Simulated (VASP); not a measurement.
# Adsorption of CH4 on the (1 1 1) face of Ti, part 5 of 5

Does CH4 stick to the (1 1 1) face of Ti, and does it stay whole? The molecule starts over a bridge site, flat. The start is a cell from a database of measured crystal structures.

VASP 6.6.1, plane waves and PAW; the level of theory is named at each step.

So far. Step 4 (The free molecule): Energy at zero smearing: -24.20994 eV. Step 5 (The molecule on the surface): The run ended after 44 ionic steps, 2.500 eV below its first step, once the forces on the free atoms met EDIFFG = -0.03.

It derives from a form of Ti that is not the ambient one, so the starting crystal is not the ambient structure.

### Step 6. Potential and states with the molecule

Level of this step: RPBE with D3(BJ); plane waves and PAW (Ti, C, H) (VASP).

A static run like the clean slab's shows how the vacuum level shifts, by charge transfer, by any dipole of the adsorbate and by the slab's own rearrangement.

Input file INCAR:

```
SYSTEM = Ti12H4C
PREC = Normal
ENCUT = 400
EDIFF = 1E-06
NELM = 120
ISMEAR = 0
SIGMA = 0.05
LREAL = Auto
ALGO = Fast
GGA = RP
IVDW = 12
NBANDS = 66
LORBIT = 11
LWAVE = .FALSE.
LCHARG = .TRUE.
KPAR = 4
IDIPOL = 3
LDIPOL = .TRUE.
DIPOL = 0.5 0.5 0.477
LVHAR = .TRUE.
LVACPOTAV = .TRUE.
NEDOS = 1500
```

Input file POSCAR:

```
Ti12H4C
1.0
    5.7417070632      0.0000000000      0.0000000000
   -2.8708535316      4.9724641778      0.0000000000
    0.0000000000      0.0000000000     24.4927841858
Ti C H
12 1 4
Direct
    0.3333333300      0.1666666700      0.3278516600
    0.3333333300      0.6666666700      0.3278516600
    0.8333333300      0.1666666700      0.3278516600
    0.8333333300      0.6666666700      0.3278516600
    0.6670995227      0.3343124471      0.4102393320
    0.6668091997      0.8322348742      0.4098764547
    0.1671468900      0.3341054751      0.4112428174
    0.1654332121      0.8323057933      0.4098097035
    0.9983458456      0.5018605363      0.4932601438
    0.9972012998      0.9946183951      0.4925744329
    0.5031065602      0.5018083489      0.4934311695
    0.4981614699      0.9970302807      0.4915410536
    0.2052072368      0.3888861155      0.6365966569
    0.9882946650      0.2445863064      0.6378719424
    0.2635317868      0.5286355894      0.6712821164
    0.3175572586      0.2803888577      0.6376368382
    0.2528409748      0.5051659101      0.5982004948
```

Input file KPOINTS:

```
Automatic mesh
0
Gamma
6 6 1
0 0 0
```

The projector-augmented-wave data sets are Ti, C and H (PBE family, release 64).

Launch:

```
$ mpirun -np 4 vasp_std
```

Output:

```text
[... set-up lines as in an earlier step ...]
 entering main loop
       N       E                     dE             d eps       ncg     rms          rms(c)
DAV:   1     0.287834457341E+03    0.28783E+03   -0.14599E+04  2640   0.513E+02
DAV:   2    -0.812515037969E+02   -0.36909E+03   -0.33121E+03  2684   0.141E+02
DAV:   3    -0.123717296723E+03   -0.42466E+02   -0.40958E+02  3580   0.519E+01
DAV:   4    -0.125540861279E+03   -0.18236E+01   -0.18120E+01  3324   0.104E+01
DAV:   5    -0.125604018593E+03   -0.63157E-01   -0.63127E-01  4096   0.176E+00    0.453E+01
RMM:   6    -0.146223873275E+03   -0.20620E+02   -0.78779E+01  3421   0.273E+01    0.291E+01
RMM:   7    -0.113422389265E+03    0.32801E+02   -0.79527E+01  2674   0.296E+01    0.210E+01
RMM:   8    -0.107642675894E+03    0.57797E+01   -0.11099E+01  2871   0.124E+01    0.148E+01
RMM:   9    -0.106146900816E+03    0.14958E+01   -0.19322E+00  3311   0.370E+00    0.122E+01
RMM:  10    -0.103889586024E+03    0.22573E+01   -0.87319E-01  2907   0.295E+00    0.511E+00
RMM:  11    -0.103904760157E+03   -0.15174E-01   -0.44841E-01  3098   0.194E+00    0.492E+00
RMM:  12    -0.103691869897E+03    0.21289E+00   -0.60770E-01  2990   0.250E+00    0.265E+00
RMM:  13    -0.103614682418E+03    0.77187E-01   -0.26796E-01  3018   0.154E+00    0.168E+00
RMM:  14    -0.103573784183E+03    0.40898E-01   -0.78886E-02  3140   0.824E-01    0.678E-01
RMM:  15    -0.103564538586E+03    0.92456E-02   -0.37745E-02  3214   0.495E-01    0.465E-01
RMM:  16    -0.103558517397E+03    0.60212E-02   -0.21263E-02  3303   0.362E-01    0.260E-01
RMM:  17    -0.103555706038E+03    0.28114E-02   -0.51212E-03  3167   0.221E-01    0.208E-01
RMM:  18    -0.103554867760E+03    0.83828E-03   -0.29706E-03  3205   0.149E-01    0.238E-01
RMM:  19    -0.103552526347E+03    0.23414E-02   -0.23511E-03  3191   0.126E-01    0.845E-02
RMM:  20    -0.103552024436E+03    0.50191E-03   -0.11583E-03  3367   0.845E-02    0.885E-02
RMM:  21    -0.103551407126E+03    0.61731E-03   -0.12149E-03  3351   0.742E-02    0.707E-02
RMM:  22    -0.103551441196E+03   -0.34070E-04   -0.33540E-04  3284   0.441E-02    0.829E-02
RMM:  23    -0.103551523744E+03   -0.82548E-04   -0.23586E-04  3126   0.415E-02    0.402E-02
RMM:  24    -0.103551753313E+03   -0.22957E-03   -0.91672E-05  3204   0.217E-02    0.295E-02
RMM:  25    -0.103551855681E+03   -0.10237E-03   -0.33859E-05  3260   0.142E-02    0.323E-02
RMM:  26    -0.103551996697E+03   -0.14102E-03   -0.43304E-05  3289   0.144E-02    0.241E-02
RMM:  27    -0.103552067504E+03   -0.70807E-04   -0.18254E-05  3321   0.101E-02    0.126E-02
RMM:  28    -0.103552097193E+03   -0.29689E-04   -0.70830E-06  3325   0.633E-03    0.623E-03
RMM:  29    -0.103552111890E+03   -0.14696E-04   -0.26398E-06  2978   0.373E-03    0.669E-03
RMM:  30    -0.103552130603E+03   -0.18714E-04   -0.28749E-06  2784   0.371E-03    0.617E-03
RMM:  31    -0.103552145134E+03   -0.14531E-04   -0.23367E-06  2697   0.294E-03    0.380E-03
RMM:  32    -0.103552150910E+03   -0.57754E-05   -0.42451E-07  2011   0.183E-03    0.157E-03
RMM:  33    -0.103552160186E+03   -0.92766E-05   -0.59139E-07  2049   0.146E-03    0.181E-03
RMM:  34    -0.103552164952E+03   -0.47659E-05   -0.27234E-07  1940   0.149E-03    0.106E-03
RMM:  35    -0.103552169575E+03   -0.46228E-05   -0.20379E-07  1677   0.729E-04    0.988E-04
RMM:  36    -0.103552171752E+03   -0.21771E-05   -0.71893E-08  1366   0.560E-04    0.530E-04
RMM:  37    -0.103552172822E+03   -0.10694E-05   -0.31335E-08  1217   0.466E-04    0.418E-04
RMM:  38    -0.103552173291E+03   -0.46979E-06   -0.82292E-09   961   0.405E-04
 [... a notice as in an earlier step ...]

   1 F= -.14291815E+03 E0= -.14290344E+03  d E =-.294140E-01
```

Elapsed: 89 s, on 4 MPI ranks of AMD EPYC 9R45, shared host; peak memory 2.2 GiB.

OUTCAR, selected parts (step 6):

```text
   k-points           NKPTS =     20   k-points in BZ     NKDIM =     20   number of bands    NBANDS=     66

   NELECT =      56.0000    total number of electrons

 dipolmoment           0.000000      0.000000     -0.083487 electrons x Angstroem

 E-fermi :  -1.7402

 k-point     1 :       0.0000    0.0000    0.0000
  band No.  band energies     occupation
    ...
     20      -2.6056      2.00000
     21      -2.6000      2.00000
     22      -2.5859      2.00000
     23      -1.8470      1.99748
     24      -1.7502      1.22187
     25      -1.2799      0.00000
     26      -1.2794      0.00000
     27      -1.2422      0.00000
     28      -1.2381      0.00000
     29      -1.2288      0.00000
    ...

 Edisp (eV)  -39.36598

  Total     -30.67588   -30.77952    -0.92926     0.01424     0.06937     0.01519
  in kB     -70.28404   -70.52152    -2.12910     0.03263     0.15894     0.03481
  external pressure =      -47.64 kB  Pullay stress =        0.00 kB

 POSITION                                       TOTAL-FORCE (eV/Angst)
 -----------------------------------------------------------------------------------
      1.43543      0.82874      8.03000        -0.078070      0.076598      0.060715
     -0.00000      3.31498      8.03000         0.003602     -0.118960     -0.015373
      4.30628      0.82874      8.03000         0.078476      0.072688      0.074622
      2.87085      3.31498      8.03000        -0.003267     -0.030159     -0.098328
      2.87053      1.66236     10.04790        -0.004671      0.011822      0.006479
      1.43940      4.13826     10.03902        -0.002252     -0.015086      0.005037
      0.00054      1.66133     10.07248         0.002232      0.009806     -0.008909
     -1.43956      4.13861     10.03738         0.002699     -0.010071      0.003000
      4.29144      2.49548     12.08131         0.005363      0.000821      0.003878
      2.87023      4.94570     12.06452         0.000622     -0.003593      0.009418
      1.44807      2.49522     12.08550        -0.005700     -0.000609      0.001104
     -0.00203      4.95770     12.03921        -0.000362     -0.005663      0.023655
      0.06180      1.93372     15.59202        -0.000260      0.005734     -0.026118
      4.97233      1.21620     15.62326         0.009286      0.011486     -0.019033
     -0.00451      2.62862     16.44157         0.001169     -0.010403     -0.013083
      1.01837      1.39422     15.61750        -0.010431      0.008693     -0.017579
      0.00148      2.51192     14.65160         0.001567     -0.003103      0.010516
 -----------------------------------------------------------------------------------
    total drift:                               -0.004510     -0.022874     -0.045163

  FREE ENERGIE OF THE ION-ELECTRON SYSTEM (eV)
  ---------------------------------------------------
  free  energy   TOTEN  =      -142.9181513744 eV

  energy  without entropy=     -142.8887373417  energy(sigma->0) =     -142.90344436

 vacuum level on the upper side and lower side of the slab         2.220         2.748

[... 5 parts as in an earlier step ...]

[... 11 further parts left out ...]
```

Numbers from this step:

- electronic cycles: 38
- free energy (TOTEN): -142.9182 eV
- Fermi energy: -1.740 eV
- DOS at the Fermi level, one point of the energy grid: 24.11 states/eV/cell
- dipole moment: 0, 0, -0.08349 e·Å
- vacuum levels: 2.22, 2.748 eV
- work functions of the upper and lower face: 3.960, 4.488 eV

The density of states has structure finer than the step of the table below, so its rows give means over 0.5 eV, whole bins alone (the curve runs from -12.0 to 5.95 eV). Peaks (eV: height): total -5.57: 35.0, -0.85: 32.8, 0.15: 37.1, 0.73: 32.9; Ti s -4.31: 5.43, -3.48: 5.08, -2.75: 6.25, -2.43: 4.82; Ti p -0.85: 6.31, 0.15: 6.75, 0.55: 6.85, 1.49: 5.00; Ti d 0.15: 25.2, 0.73: 28.7, 0.91: 27.9, 3.28: 27.2; C p -5.71: 5.03, -5.57: 10.4.

The density of states by energy, zero at the Fermi level; means over each step; values in states/eV/cell:

| energy (eV) | total | Ti s | Ti p | Ti d | C p | H s |
| --- | --- | --- | --- | --- | --- | --- |
| -6.5 | 0 | 0 | 0 | 0 | 0 | 0 |
| -6.0 | 1.34 | 0.109 | 0.00718 | 0.00390 | 0.337 | 0.397 |
| -5.5 | 11.4 | 0.651 | 0.0566 | 0.0160 | 3.14 | 3.58 |
| -5.0 | 1.29 | 1.03 | 0.144 | 0.0188 | 0.0125 | 0.0131 |
| -4.5 | 1.20 | 0.882 | 0.211 | 0.0460 | 0.00350 | 0.00336 |
| -4.0 | 1.61 | 1.04 | 0.250 | 0.149 | 0.00706 | 0.00638 |
| -3.5 | 3.41 | 1.96 | 0.728 | 0.445 | 0.00773 | 0.00642 |
| -3.0 | 6.40 | 2.21 | 1.12 | 2.64 | 0.00603 | 0.00458 |
| -2.5 | 11.5 | 2.62 | 1.46 | 6.81 | 0.00594 | 0.00412 |
| -2.0 | 10.8 | 1.55 | 1.66 | 7.07 | 0.00299 | 0.00188 |
| -1.5 | 17.4 | 1.16 | 2.24 | 13.7 | 0.00436 | 0.00258 |
| -1.0 | 15.5 | 0.609 | 2.20 | 11.9 | 0.00900 | 0.00445 |
| -0.5 | 14.5 | 0.503 | 1.63 | 11.1 | 0.0157 | 0.00772 |
| 0.0 | 23.8 | 0.573 | 3.68 | 16.4 | 0.0329 | 0.0144 |
| 0.5 | 23.9 | 0.264 | 3.84 | 18.2 | 0.0130 | 0.00473 |
| 1.0 | 20.3 | 0.214 | 2.18 | 17.0 | 0.0106 | 0.00448 |
| 1.5 | 15.4 | 0.167 | 2.09 | 12.1 | 0.0106 | 0.00433 |
| 2.0 | 19.6 | 0.0952 | 0.925 | 17.3 | 0.0116 | 0.00436 |
| 2.5 | 15.2 | 0.112 | 0.813 | 13.1 | 0.0107 | 0.00406 |
| 3.0 | 22.6 | 0.143 | 1.59 | 18.9 | 0.0164 | 0.00662 |
| 3.5 | 15.5 | 0.0645 | 0.918 | 13.1 | 0.0170 | 0.00526 |
| 4.0 | 4.58 | 0.0608 | 0.406 | 3.96 | 0.00191 | 5.6e-4 |
| 4.5 | 1.02 | 0.0141 | 0.0529 | 0.936 | 1.5e-4 | 2.7e-5 |
| 5.0 | 1.33 | 0.0597 | 0.301 | 0.996 | 5.9e-4 | 1.9e-4 |
| 5.5 | 0 | 0 | 0 | 0 | 0 | 0 |

Zero at the Fermi level. The planar average of the electrostatic potential by height:

| height (Å) | planar average of the electrostatic potential (eV) |
| --- | --- |
| 0.0 | 4.49 |
| 0.5 | 4.49 |
| 1.0 | 4.49 |
| 1.5 | 4.49 |
| 2.0 | 4.49 |
| 2.5 | 4.49 |
| 3.0 | 4.49 |
| 3.5 | 4.49 |
| 4.0 | 4.48 |
| 4.5 | 4.46 |
| 5.0 | 4.41 |
| 5.5 | 4.26 |
| 6.0 | 3.82 |
| 6.5 | 2.57 |
| 7.0 | -0.613 |
| 7.5 | -4.36 |
| 8.0 | -5.86 |
| 8.5 | -4.46 |
| 9.0 | -2.81 |
| 9.5 | -3.80 |
| 10.0 | -5.42 |
| 10.5 | -4.24 |
| 11.0 | -2.80 |
| 11.5 | -3.99 |
| 12.0 | -5.79 |
| 12.5 | -4.87 |
| 13.0 | -1.51 |
| 13.5 | 1.97 |
| 14.0 | 3.26 |
| 14.5 | 3.18 |
| 15.0 | 2.71 |
| 15.5 | 0.542 |
| 16.0 | 1.61 |
| 16.5 | 3.06 |
| 17.0 | 3.74 |
| 17.5 | 3.92 |
| 18.0 | 3.95 |
| 18.5 | 3.96 |
| 19.0 | 3.96 |
| 19.5 | 3.96 |
| 20.0 | 3.96 |
| 20.5 | 3.96 |
| 21.0 | 3.96 |
| 21.5 | 3.96 |
| 22.0 | 3.96 |
| 22.5 | 3.96 |
| 23.0 | 3.96 |
| 23.5 | 3.97 |
| 24.0 | 4.34 |

Density of states in the PAW spheres, an atom over height of the layer and energy from the Fermi level.

Ten even steps from '_' (0.00 states/eV) to '@' (2.30 states/eV), each cell a mean:
```
@@====@@@@______
@@----@@@@______
++----++++______
**++++****______
--++++----______
++%%##++++______
--====----______
--====----______
--====----______
__......________
..........______
________________
________________
________________
________________
__________..##--
__________----::
________________
________________
________________
________________
________________
```
Columns: height of the layer (Å) from 8 to 16.4 (not evenly spaced); rows upwards: energy from the Fermi level (eV) from -7.9 to 0.5.

Force by atom:

| atom | x (eV/Å) | y (eV/Å) | z (eV/Å) | size |
| --- | --- | --- | --- | --- |
| Ti1 | -0.078 | 0.077 | 0.061 | 0.125 |
| Ti2 | 0.004 | -0.119 | -0.015 | 0.120 |
| Ti3 | 0.078 | 0.073 | 0.075 | 0.130 |
| Ti4 | -0.003 | -0.030 | -0.098 | 0.103 |
| Ti5 | -0.005 | 0.012 | 0.006 | 0.014 |
| Ti6 | -0.002 | -0.015 | 0.005 | 0.016 |
| Ti7 | 0.002 | 0.010 | -0.009 | 0.013 |
| Ti8 | 0.003 | -0.010 | 0.003 | 0.011 |
| Ti9 | 0.005 | 0.001 | 0.004 | 0.007 |
| Ti10 | 0.001 | -0.004 | 0.009 | 0.010 |
| Ti11 | -0.006 | -0.001 | 0.001 | 0.006 |
| Ti12 | 0.000 | -0.006 | 0.024 | 0.024 |
| C13 | 0.000 | 0.006 | -0.026 | 0.027 |
| H14 | 0.009 | 0.011 | -0.019 | 0.024 |
| H15 | 0.001 | -0.010 | -0.013 | 0.017 |
| H16 | -0.010 | 0.009 | -0.018 | 0.022 |
| H17 | 0.002 | -0.003 | 0.011 | 0.011 |

Valence density in the ca plane at fractional y = 0.502, with atoms of Ti and H within 0.2 Å of it. It is the smooth field of the valence electrons, not physical close to the nuclei.

Ten steps, logarithmic in the rise over the least value, from '0' (0.0 e/Å³) to '9' (1.5 e/Å³), each cell a mean:
```
44555555566678986321111110000000000000000000
44555555556667765321100000000000000000000000
45666666665566554321100000000000000000000000
45666666665555554321100000000000000000000000
45666666665566654321100000000000000000000000
44555555566667765321100000000000000000000000
44555555566678986321111111000000000000000000
44555555566678986322223333210000000000000000
44555555566667875323345555421000000000000000
45565555555566654334677887742100000000000000
45666666665555554335899999963100000000000000
45666666665555554335899999963100000000000000
45565555565566654334677777642000000000000000
44555555566667875322344554321000000000000000
44555555566678986322122222110000000000000000
```
Columns run along c (16.0 Å, from fractional 0.29 to 0.94 of the cell), rows up along a (5.7 Å). Atoms in or near the plane, at fractional coordinates: Ti at (0.49, 0.00), Ti at (0.49, 0.50), H at (0.67, 0.26), H at (0.60, 0.25).

Electrostatic potential energy in the ca plane at fractional y = 0.502, with atoms of Ti and H within 0.2 Å of it. With pseudopotentials it is smooth inside the atoms' cores, unlike the true potential.

Values in eV, 8 rows by 16 columns, each cell a mean:
```
  2   1  -3  -2  -2  -4 -11 -10  -1   2   2   2   2   2   2   2
  2   0  -8  -7  -8  -7  -5  -4   1   2   2   2   2   2   2   2
  2   0  -7  -6  -7  -6  -7  -6   1   2   2   2   2   2   2   2
  2   1  -2  -1  -1  -4 -12 -11  -2   2   2   2   2   2   2   2
  2   1  -3  -2  -2  -4 -11 -11  -1   1   0   1   2   2   2   2
  2   0  -8  -7  -7  -7  -5  -4  -1 -10 -11  -7   2   2   2   2
  2   0  -7  -6  -6  -6  -6  -6  -1  -6  -7  -4   2   2   2   2
  2   1  -2  -1  -1  -4 -12 -11  -2   1   1   2   2   2   2   2
```
Columns run along c (16.0 Å, from fractional 0.22 to 0.87 of the cell; values clipped at the 3rd and 97th percentile), rows up along a (5.7 Å). Atoms in or near the plane, at fractional coordinates: Ti at (0.49, 0.00), Ti at (0.49, 0.50), H at (0.67, 0.26), H at (0.60, 0.25).

The density of states holds every band computed, so its fall toward the upper end of the range is no gap.

The map of layer states is cut here 0.5 eV above the Fermi level, so it leaves out the states above that.

At the end the adsorbate's closest contact with the slab is H-Ti at 2.95 Å, 1.45 Å to the side of the slab's atom, and its lowest atom lies 2.57 Å above the highest atom of the slab.

The vacuum level lies 3.96 eV above the Fermi level at the upper face; the two faces differ by 0.53 eV, the step that the slab's dipole of -0.083 e·Å makes.

VASP counts the dipole in electrons times Å, so a positive number points the physical dipole along −c.

The program found no field-free point at its default tolerance, but its printed level agrees with the flat part of the planar average.

On this mesh the fine structure of the density of states is sampling noise, and high empty states may be cut by the number of bands.

### Step 7. Derived quantities

This step: slab, RPBE + D3(BJ); plane waves and PAW (VASP 6.6.1).

This step runs nothing: it gathers the runs above.

This step gave:

* adsorption energy: -0.1888 eV
* highest filled level below the vacuum, with the molecule: 3.960 eV
* shortest molecule-surface distance: 2.946 Å
* nearest pair: H-Ti
* change of that level's depth: -0.5399 eV

Adsorption energy = -142.903 eV (slab with the molecule) less -118.505 eV (clean slab) less -24.210 eV (free molecule), all at zero smearing; the cell's area is 28.6 Å².

### Step 8. Outcome

```json
{
  "adsorption energy": "-0.189 eV",
  "shortest molecule-surface distance": "2.95 Å",
  "nearest pair": "H-Ti",
  "highest filled level below the vacuum, with the molecule": "3.96 eV",
  "change of that level's depth": "-0.540 eV"
}
```

CH4 binds by 0.19 eV, with H-Ti at 2.95 Å as the closest contact, and the energy to take an electron out through the upper face falls by 0.54 eV. At the end the adsorbate's closest contact with the slab is H-Ti at 2.95 Å, 1.45 Å to the side of the slab's atom, and its lowest atom lies 2.57 Å above the highest atom of the slab. The most stretched bond, C-H, goes from 1.10 Å in the free molecule to 1.11 Å, so the molecule stays whole. The closest contact by distance is 1.54 times the sum of the covalent radii, too long for a bond of this pair; a longer contact of larger atoms can still be one. All runs with the molecule are without spin. The energy includes any attraction or repulsion between the molecule and its images. The energy holds no zero-point or thermal part and belongs to this coverage, this thin slab and the geometry reached, which no test shows to be a minimum. The cell in the plane was kept as given and was not relaxed here.

[Lines on the potential files, build, host, timing and source positions are cut from VASP's logs without a mark.]

[Logs are printed without paths, hosts, clocks, repeated set-up lines and the standing remarks that a program may print on its own settings, such as how far it seeks lower states.]

[Hosts, paths, dates, database ids (printed as entryN), source tags and the programs' standing remarks are cut or masked in the printed files.]

[Runs that stopped without an error message from VASP are left out.]

[In band tables of VASP the shares of atoms and orbitals are scaled to a sum of 1 inside the atoms' spheres.]
